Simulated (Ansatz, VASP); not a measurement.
# TiC: VASP beside Ansatz

Wanted: the spread between two codes on one cell, functional and k mesh. The cell is generated by rule, not measured, and may not be a known phase. Of the first pair: The two relaxations start from unlike cells of this crystal (the structure described is Ansatz's start), so only their ends are compared.

Method: plane waves, with VASP 6.6.1 beside it; relaxation of cell and atoms at PBE, in Ansatz 0.2.0.

## (1) Starting point

Symmetry: P6_3/mmc, No. 194, hexagonal system. The conventional cell has a = 3.354 Å, b = 3.354 Å, c = 4.841 Å, α = 90.00°, β = 90.00°, γ = 120.00°. Nearest to Ti lie 3 C at 1.94 Å. Nearest to C lie 3 Ti at 1.94 Å. Farther neighbours are not listed.

## (2) Ansatz: relaxation of cell and atoms, PBE, pair 1

Ansatz runs on its default PAW (the set named soft_2) files.

The relaxed volume is the usual yardstick between codes: in a stiff, nearly cubic crystal its relative difference is about their pressure difference at one cell divided by the bulk modulus.

Input file input.yaml:

```yaml
crystal:
  lattice:
    - [3.35429, 0.0, 0.0]
    - [-1.67714, 2.9049, 0.0]
    - [0.0, 0.0, 4.8415]
  atoms:
    - { symbol: Ti, position: [0.333333, 0.666667, 0.25] }
    - { symbol: Ti, position: [0.666667, 0.333333, 0.75] }
    - { symbol: C, position: [0.666667, 0.333333, 0.25] }
    - { symbol: C, position: [0.333333, 0.666667, 0.75] }
kpoints:
  mp_grid: { grid: [9, 9, 4] }
hamiltonian:
  xc: pbe
scf:
  occupations: { method: gaussian, width: 0.1 }
output:
  forces: true
  stress: true
  eigenvalues: true
relax:
  adjacent_minimum: "off"
  f_tol: 0.05
  max_steps: 80
  cell: { stress_tol: 0.5 }
```

Started as:

```bash
ansatz run input.yaml --threads 4 --pin off --max-ram 7168MiB --backend cpu --events-out ev --progress --plain --runs-dir out
```

Numbers of over 12 decimals in the logs are rounded to 6 here.

The program printed:

```text
Warning: the atoms were moved onto the symmetric positions of the space group found under crystal.symmetry.tolerance 1.0e-5 (fractional; no operation is sought that the atoms, as they stand in a round, miss by more than twice it, and no atom is moved by as much as it), and the run uses the moved positions. Before a round's move an operation carried an atom to 3.35e-6 Å from where it should land, the largest such dist [...]
The last accepted step is kept in <dir> (removed where the run ends without a failure and the disk answers)
Engine: ansatz 0.2.0, x86_64-unknown-linux-gnu
Pseudopotentials: kind: paw
Pseudopotential: Ti, paw, valence charge 12, recommended cutoff 420 eV (normal), Ti.paw.azcp
Pseudopotential: C, paw, valence charge 4, recommended cutoff 420 eV (normal), C.paw.azcp
Functional definition: PBE
  parameter kappa = 0.804
  parameter beta = 0.066725
  exchange = pbe_x(kappa = kappa, mu = beta*pi^2/3)
  correlation = pbe_c(beta = beta)
Crystal: 4 atoms, lattice volume = 47.175 Å³
Basis set: ecut = 420 eV, 917 PW (Γ), exchange–correlation on 48×48×72 points (8 copies of the dense FFT grid, shifted against one another)
Bands: 20, of which v1, the nominal top of the filled ones, is band 16 counted from 1 (15 counted from 0)
Symmetry: 24 space group operations
Space group: P63/mmc (ITA 194), of the structure as read, at distance tolerance 3.6e-5 Å
k-points: 36 of 324
Non-local potential: Ti, projectors of the file, l = 0: 3, l = 1: 2, l = 2: 3, l = 3: 1
Non-local potential: C, projectors of the file, l = 0: 2, l = 1: 2, l = 2: 1
PAW form: soft (Blöchl's): semilocal exchange-correlation on the pseudo side does not see the compensation charge
PAW one-centre angular grid: Ti, 590 points (default); XC on 64 Gauss nodes
PAW one-centre angular grid: C, 110 points (default); XC on 64 Gauss nodes
Initial density: superposition of atomic densities (neutral atoms: chi_scale 0, normalization atom), corrected by the library's trained network
Initial wavefunctions: pseudopotential atomic-orbital guess
Functional: x = pbe(κ = 0.804, μ = 0.219515), c = pbe(β = 0.066725)
[...]
SCF iter   3: F=—  HF=-5503.549454 eV  |F-HF|=—  |Δ(HF+E_count)|=   1.12e-4  Δρ=5.29e-5  dr2=1.97e-7  ethr=2.07e-8  ⟨swp⟩=2.0  Hψ=1007  notcnv=0
SCF iter   4: F=—  HF=-5503.549453 eV  |F-HF|=—  |Δ(HF+E_count)|=   4.56e-7  Δρ=7.87e-6  dr2=1.89e-8  ethr=6.14e-10  ⟨swp⟩=2.2  Hψ=1065  notcnv=0
iter 5 did not close the SCF: its close was put off for the readings that it lacked (scf_convergence_deferred on its scf_iter line)
SCF iter   5: F=-5503.549453 eV  HF=-5503.549453 eV  |F-HF|=9.30e-10  |Δ(HF+E_count)|=   7.00e-9  Δρ=1.24e-6  dr2=4.89e-10  ethr=5.89e-11  ⟨swp⟩=2.0  Hψ=1002  notcnv=0
SCF iter   6: F=-5503.549453 eV  HF=-5503.549453 eV  |F-HF|=9.09e-12  |Δ(HF+E_count)|=  9.68e-10  Δρ=3.29e-7  dr2=8.78e-11  ethr=1.53e-12  ⟨swp⟩=2.0  Hψ=2247  notcnv=0
SCF 7 converged in 6 iterations: F = -5503.549453 eV  dr2 = 8.78e-11
relax step   7: F+E_penalty+E_count = -5503.54945311 eV  Δ(F+E_penalty+E_count) = -1.300e-2 eV  max|allowed force component| = 2.405e-16 eV/Å  Δτ_max = 0.0000 Å  P = +0.347 GPa  Ω = 48.412 Å³  stress off target by 5.40e-1 GPa  SCF on the basis re-selected at this cell (its energy is not comparable with the rows above)  (6 SCF iters)
[...]
relax step   8: F+E_penalty+E_count = -5503.54953691 eV  Δ(F+E_penalty+E_count) = -8.380e-5 eV  max|allowed force component| = 1.480e-16 eV/Å  Δτ_max = 0.0000 Å  P = +0.018 GPa  Ω = 48.506 Å³  energy of the carried Pulay correction = -1.276e-4 eV  (6 SCF iters, dr2 threshold 4.00e-7 eV, accepted)
[...]
relax step   9: F+E_penalty+E_count = -5503.54963834 eV  Δ(F+E_penalty+E_count) = -1.014e-4 eV  max|allowed force component| = 1.249e-16 eV/Å  Δτ_max = 0.0000 Å  P = +0.018 GPa  Ω = 48.506 Å³  stress off target by 2.58e-2 GPa  SCF on the basis re-selected at this cell (its energy is not comparable with the rows above)  (6 SCF iters)
basis re-selected at this cell: Δ(F+E_penalty+E_count) = -1.014e-4 eV, ΔP = -0.000 GPa vs the last step (what re-selecting the basis moved, of the pressure what is left beyond the Pulay correction that the steps carried, after the strain that the cell walked since its last selection, with what the two solves' SCF thresholds leave and, on support functions, any second-order correction that the steps lacked; it is no m [...]
SCF converged after 6 iterations
Free energy (F): -5503.549638 eV
Harris-Foulkes:  -5503.549638 eV  (|F-HF|=9.09e-13)
Internal energy: -5503.545745 eV  (E = F + TS)
E sigma→0 (E₀):  -5503.547692 eV
Entropy (-TS):   -0.003893 eV (-0.973 meV/atom)
Fermi energy:    11.436414 eV
--- Per-component energies (eV) ---
  E_band       = -314.828390
  E_kinetic    = 722.618952
  E_local      = -1970.954912  (includes V_loc(G=0)·N_el)
  E_nonlocal   = 65.063809
  E_hartree    = 792.593402
  E_xc         = -293.183049
  E_vxc        = -365.845677  (∫ρ·V_xc dr)
  E_paw        = -2290.771311  (= ΣΔE_a)
  E_vpaw       = -350.897683  (= ΣTr[D̂ρ^β])
  E_aug_tail   = 0.000306  (compensation charges beyond the density's cutoff)
  E_ewald      = -2528.912943
  E_smearing   = -0.003893  (= −TS)
  E_closure    = -0.000000  (closes the sum)
  Σ components = -5503.549638   (vs F -5503.549638, Δ=0.00e0)
--- Forces (eV/Å), atoms counted from 1 ---
  atom   1  Ti    -0.00000000    -0.00000000     0.00000000
  atom   2  Ti     0.00000000     0.00000000    -0.00000000
  atom   3  C      0.00000000     0.00000000    -0.00000000
  atom   4  C     -0.00000000    -0.00000000     0.00000000
  max |Σ_I F_I| component: 5.55e-17 eV/Å
--- Stress (GPa, compression-positive) ---
        0.025783       0.000000      -0.000000
        0.000000       0.025783      -0.000000
       -0.000000      -0.000000       0.001627
  P = ⅓ Tr σ = 0.0177 GPa (0.177 kbar)
--- Band table (eV; the first three rows and the last of 36) ---
  k-point 0: bands = [... 12 lower, 9.0732, 9.0732, 9.1076, 12.3141, 12.3141, 13.3630, 13.6006, 14.5258]
  k-point 1: bands = [... 12 lower, 8.7820, 8.8052, 8.8052, 10.6787, 13.0442, 13.0442, 14.6542, 14.6542]
  k-point 2: bands = [... 12 lower, 8.6051, 8.6051, 8.6393, 8.6393, 14.2319, 14.2319, 14.2319, 14.2319]
  k-point 35: bands = [... 12 lower, 9.0128, 9.0128, 9.8824, 9.8824, 12.4859, 12.4859, 14.8612, 14.8612]
--- Relaxed structure (7 steps of the walk, 7 accepted, 2 SCFs on fresh bases) ---
  F+E_penalty+E_count = -5503.54963834 eV   max|allowed force component| = 1.249e-16 eV/Å   (the final SCF, on the basis selected at the relaxed cell)
  cell:  # Å, volume = 48.5059 Å³
    - [3.612859, -3.109279915492363e-6, 0.0]
    - [-1.806427, 3.128829, 0.0]
    - [0.0, 0.0, 4.291033]
  atoms:
    - { symbol: Ti, position: [0.333333, 0.666667, 0.25] }
    - { symbol: Ti, position: [0.666667, 0.333333, 0.750000] }
    - { symbol: C, position: [0.666667, 0.333333, 0.25] }
    - { symbol: C, position: [0.333333, 0.666667, 0.750000] }
```

## (3) VASP: relaxation of cell and atoms, PBE, pair 1

Its own start cell and the same functional, mesh and smearing now go to VASP, with its own data sets.

Lines of VASP's logs that name or quote its potential files are left out, and so is its time.

Input file INCAR:

```
SYSTEM = TiC
PREC = Accurate
ENCUT = 600
EDIFF = 1E-07
NELM = 120
ISMEAR = 0
SIGMA = 0.1
LREAL = .FALSE.
ALGO = Normal
GGA = PE
NBANDS = 22
LASPH = .TRUE.
LORBIT = 11
LWAVE = .FALSE.
LCHARG = .FALSE.
ISIF = 3
IBRION = 2
NSW = 80
EDIFFG = -0.005
GGA_COMPAT = .FALSE.
NELMIN = 4
KPAR = 2
```

Input file POSCAR:

```
TiC
1.0
    3.6141948285     -0.0000031988      0.0000000000
   -1.8070941527      3.1299863164      0.0000000000
    0.0000000000      0.0000000000      4.2917344800
Ti C
2 2
Direct
    0.3333331611      0.6666666666      0.2500000000
    0.6666664945      0.3333333332      0.7500000000
    0.6666664945      0.3333333332      0.2500000000
    0.3333331611      0.6666666666      0.7500000000
```

Input file KPOINTS:

```
Automatic mesh
0
Gamma
9 9 4
0 0 0
```

The projector-augmented-wave data sets are Ti_sv and C (PBE family, release 64).

Started as:

```bash
mpirun -np 2 vasp_std
```

The program printed:

```text
[banner, memory and clock lines left out]
running    2 mpi-ranks, on    1 nodes
 distrk:  each k-point on    1 cores,    2 groups
 distr:  one band on    1 cores,    1 groups

 POSCAR found type information on POSCAR TiC
 POSCAR found :  2 types and       4 ions
 LDA part: xc-table for (Slater+PW92), standard interpolation
 POSCAR, INCAR and KPOINTS ok, starting setup
 FFT: planning ... GRIDC
 FFT: planning ... GRID_SOFT
 FFT: planning ... GRID
 WAVECAR not read
 entering main loop
       N       E                     dE             d eps       ncg     rms          rms(c)
DAV:   1     0.382693899674E+03    0.38269E+03   -0.18021E+04  1584   0.191E+03
DAV:   2     0.787999489015E+01   -0.37481E+03   -0.35999E+03  1596   0.522E+02
DAV:   3    -0.451045168293E+02   -0.52985E+02   -0.50592E+02  2832   0.159E+02
DAV:   4    -0.482769593375E+02   -0.31724E+01   -0.31651E+01  2182   0.393E+01
DAV:   5    -0.484702814440E+02   -0.19332E+00   -0.19329E+00  2336   0.775E+00    0.257E+01
DAV:   6    -0.373968424456E+02    0.11073E+02   -0.96730E+01  2128   0.774E+01    0.961E+00
DAV:   7    -0.364201643882E+02    0.97668E+00   -0.14647E+01  2100   0.306E+01    0.588E+00
DAV:   8    -0.364040203782E+02    0.16144E-01   -0.50694E-01  2138   0.662E+00    0.266E+00
DAV:   9    -0.364308795220E+02   -0.26859E-01   -0.16469E-01  2106   0.302E+00    0.889E-01
DAV:  10    -0.364336176704E+02   -0.27381E-02   -0.15245E-01  2158   0.365E+00    0.596E-01
DAV:  11    -0.364266333855E+02    0.69843E-02   -0.47495E-02  2212   0.178E+00    0.975E-02
DAV:  12    -0.364266224194E+02    0.10966E-04   -0.10491E-03  2244   0.280E-01    0.579E-02
DAV:  13    -0.364266017340E+02    0.20685E-04   -0.48022E-04  2196   0.144E-01    0.189E-02
DAV:  14    -0.364265926704E+02    0.90635E-05   -0.10674E-04  2206   0.100E-01    0.111E-02
DAV:  15    -0.364265911300E+02    0.15404E-05   -0.96604E-06  2256   0.271E-02    0.190E-03
DAV:  16    -0.364265914047E+02   -0.27465E-06   -0.30433E-07  1708   0.493E-03    0.902E-04
DAV:  17    -0.364265914554E+02   -0.50736E-07   -0.39614E-08  1302   0.240E-03
   1 F= -.36426591E+02 E0= -.36424631E+02  d E =-.364266E+02
 curvature:   0.00 expect dE= 0.000E+00 dE for cont linesearch  0.000E+00
 trial: gam= 0.00000 g(F)=  0.917E-40 g(S)=  0.233E-04 ort = 0.000E+00 (trialstep = 0.100E+01)
 search vector abs. value=  0.233E-04
 bond charge predicted
       N       E                     dE             d eps       ncg     rms          rms(c)
DAV:   1    -0.364268065387E+02   -0.21513E-03   -0.57076E-03  2236   0.960E-01    0.130E-01
DAV:   2    -0.364266202125E+02    0.18633E-03   -0.11313E-03  2320   0.369E-01    0.409E-02
DAV:   3    -0.364265901878E+02    0.30025E-04   -0.16683E-04  2456   0.775E-02    0.160E-02
DAV:   4    -0.364265895910E+02    0.59687E-06   -0.47642E-05  2518   0.526E-02    0.114E-02
DAV:   5    -0.364265937541E+02   -0.41632E-05   -0.81968E-06  2126   0.274E-02    0.261E-03
DAV:   6    -0.364265951273E+02   -0.13731E-05   -0.50278E-06  2514   0.150E-02    0.399E-03
DAV:   7    -0.364265953261E+02   -0.19884E-06   -0.58018E-07  1660   0.710E-03    0.102E-03
DAV:   8    -0.364265954020E+02   -0.75881E-07   -0.10238E-07  1168   0.326E-03
   2 F= -.36426595E+02 E0= -.36424639E+02  d E =-.394658E-05
 trial-energy change:   -0.000004  1 .order   -0.000004   -0.000023    0.000016
 step:   0.6046(harm=  0.5893)  dis= 0.00000  next Energy=   -36.426599 (dE=-0.713E-05)
 bond charge predicted
       N       E                     dE             d eps       ncg     rms          rms(c)
DAV:   1    -0.364266317708E+02   -0.36445E-04   -0.89405E-04  2188   0.381E-01    0.516E-02
DAV:   2    -0.364266036687E+02    0.28102E-04   -0.17591E-04  2308   0.146E-01    0.162E-02
DAV:   3    -0.364265988545E+02    0.48142E-05   -0.26222E-05  2426   0.306E-02    0.632E-03
DAV:   4    -0.364265984340E+02    0.42055E-06   -0.74681E-06  2542   0.209E-02    0.453E-03
DAV:   5    -0.364265985372E+02   -0.10327E-06   -0.12690E-06  2076   0.108E-02    0.104E-03
DAV:   6    -0.364265985421E+02   -0.48940E-08   -0.78833E-07  2520   0.588E-03
   3 F= -.36426599E+02 E0= -.36424640E+02  d E =-.708674E-05
 curvature:  -0.29 expect dE=-0.622E-06 dE for cont linesearch -0.608E-08
 trial: gam= 0.12065 g(F)=  0.629E-41 g(S)=  0.211E-05 ort =-0.693E-06 (trialstep = 0.921E+00)
 search vector abs. value=  0.228E-05
 reached required accuracy - stopping structural energy minimisation
```

From OUTCAR (step 3):

```text
ion  position               nearest neighbor table
   1  0.333  0.667  0.250-   3 2.09   3 2.09   3 2.09   4 2.15   4 2.15
   2  0.667  0.333  0.750-   4 2.09   4 2.09   4 2.09   3 2.15   3 2.15
   3  0.667  0.333  0.250-   1 2.09   1 2.09   1 2.09   2 2.15   2 2.15
   4  0.333  0.667  0.750-   2 2.09   2 2.09   2 2.09   1 2.15   1 2.15

  LATTYP: Found a hexagonal cell.
 ALAT       =     3.6141948285
 C/A-ratio  =     1.1874662777

 Subroutine GETGRP returns: Found 24 space group operations
 (whereof 12 operations were pure point group operations)

The static configuration has the point symmetry D_3d.
 The point group associated with its full space group is D_6h.

 Found     36 irreducible k-points:

   k-points           NKPTS =     36   k-points in BZ     NKDIM =     36   number of bands    NBANDS=     22

   dimension x,y,z NGX =    30 NGY =   30 NGZ =   36
   dimension x,y,z NGXF=    60 NGYF=   60 NGZF=   72

   ENCUT  =  600.0 eV  44.10 Ry    6.64 a.u.   7.22  7.22  8.57*2*pi/ulx,y,z

   NELECT =      32.0000    total number of electrons

 k-points in reciprocal lattice and weights: Automatic mesh
   0.00000000  0.00000000  0.00000000       0.003
   0.11111111  0.00000000  0.00000000       0.019
   0.22222222  0.00000000  0.00000000       0.019
   0.33333333  0.00000000  0.00000000       0.019
   0.44444444  0.00000000  0.00000000       0.019
   0.11111111  0.11111111  0.00000000       0.019
   0.22222222  0.11111111  0.00000000       0.037
   0.33333333  0.11111111  0.00000000       0.037
   0.44444444  0.11111111  0.00000000       0.019
[...]
0.33333333  0.22222222  0.50000000       0.037
   0.33333333  0.33333333  0.50000000       0.006

 average (electrostatic) potential at core
       1 -73.3943       2 -73.3943       3 -46.3283       4 -46.3283

 E-fermi :   6.9975

 k-point     1 :       0.0000    0.0000    0.0000
  band No.  band energies     occupation
    ...
     11       4.5266      2.00000
     12       4.5266      2.00000
     13       4.6374      2.00000
     14       4.6374      2.00000
     15       4.6725      2.00000
     16       7.8719      0.00000
     17       7.8719      0.00000
     18       8.9167      0.00000
     19       9.1676      0.00000
     20      10.0755      0.00000
    ...

 k-point     2 :       0.1111    0.0000    0.0000
  band No.  band energies     occupation
    ...
     11       4.3485      2.00000
     12       4.5675      2.00000
     13       4.6328      2.00000
     14       4.6780      2.00000
     15       4.8694      2.00000
     16       7.4412      0.00000
     17       7.7659      0.00000
     18       9.1058      0.00000
     19       9.5259      0.00000
     20      10.1698      0.00000
    ...

 k-point     3 :       0.2222    0.0000    0.0000
  band No.  band energies     occupation
    ...
     12       4.7168      2.00000
     13       4.7648      2.00000
     14       4.7980      2.00000
     15       5.4088      2.00000
     16       6.7215      1.99991
     17       7.5319      0.00000
     18       9.3887      0.00000
     19       9.9697      0.00000
     20      10.3733      0.00000
     21      10.6421      0.00000
    ...

  Total        0.0008002      0.0008002      0.0131885      0.0000000     -0.0000000      0.0000000
  in kB        0.0264186      0.0264186      0.4354288      0.0000000     -0.0000000      0.0000000
  external PRESSURE =       0.1627553 kB  Pullay stress =       0.0000000 kB

  energy-cutoff  :      600.00
  volume of cell :       48.53
      direct lattice vectors                 reciprocal lattice vectors
     3.613376470 -0.000003198 -0.000000000     0.276749605  0.159781080  0.000000000
    -1.806684974  3.129277597  0.000000000     0.000000283  0.319562736  0.000000000
     0.000000000 -0.000000000  4.291716005    -0.000000000 -0.000000000  0.233007030

 POSITION                                       TOTAL-FORCE (eV/Angst)
 -----------------------------------------------------------------------------------
      0.00000      2.08618      1.07293        -0.000000      0.000000      0.000000
      1.80669      1.04309      3.21879         0.000000      0.000000      0.000000
      1.80669      1.04309      1.07293        -0.000000     -0.000000      0.000000
      0.00000      2.08618      3.21879        -0.000000     -0.000000     -0.000000
 -----------------------------------------------------------------------------------
    total drift:                                0.002572     -0.000025     -0.000000

  FREE ENERGIE OF THE ION-ELECTRON SYSTEM (eV)
  ---------------------------------------------------
  free  energy   TOTEN  =       -36.4265985421 eV

  energy  without entropy=      -36.4226817326  energy(sigma->0) =      -36.42464014

 reached required accuracy - stopping structural energy minimisation

 total charge
# of ion       s       p       d       tot
------------------------------------------
    1        2.215   6.231   1.942  10.388
    2        2.215   6.231   1.942  10.388
    3        0.901   1.516   0.000   2.417
    4        0.901   1.516   0.000   2.417
--------------------------------------------------
tot          6.233  15.494   3.885  25.611

[... 3 further parts left out ...]
```

CONTCAR:

```
TiC
   1.00000000000000
     3.6133764699565658   -0.0000031982041551   -0.0000000000000000
    -1.8066849742780389    3.1292775966909101    0.0000000000000000
     0.0000000000000000   -0.0000000000000000    4.2917160049753011
  Ti              C
     2     2
Direct
     0.3333331611000006    0.6666666666000012    0.2500000000000000
     0.6666664944999994    0.3333333332000024    0.7500000000000000
     0.6666664944999994    0.3333333332000024    0.2500000000000000
     0.3333331611000006    0.6666666666000012    0.7500000000000000
```

The run keeps the 24 symmetry operations of its start, so it cannot find a distortion of lower symmetry.

## (4) Side by side

Known differences besides the potentials themselves: the cutoff is 420 eV in Ansatz and 600 eV in VASP; Ansatz adds a Pulay correction to the stress that steers its cell, VASP none. Total energies have different zeros and are not compared.

Both answers:

| quantity | Ansatz | VASP | difference |
| --- | --- | --- | --- |
| volume (Å³) | 48.51 | 48.53 | -0.04 % |
| edge a after relaxation, in the typed setting (Å) | 3.613 | 3.613 | -0.01 % |
| edge c after relaxation, in the typed setting (Å) | 4.291 | 4.292 | -0.02 % |

[end of part 1 of 2]

[Lines on the potential files, build, host, timing and source positions are cut from VASP's logs without a mark.]

[Logs are printed without paths, hosts, clocks, repeated set-up lines and the standing remarks that a program may print on its own settings, such as how far it seeks lower states.]

[Hosts, paths, dates, database ids (printed as entryN), source tags and the programs' standing remarks are cut or masked in the printed files.]
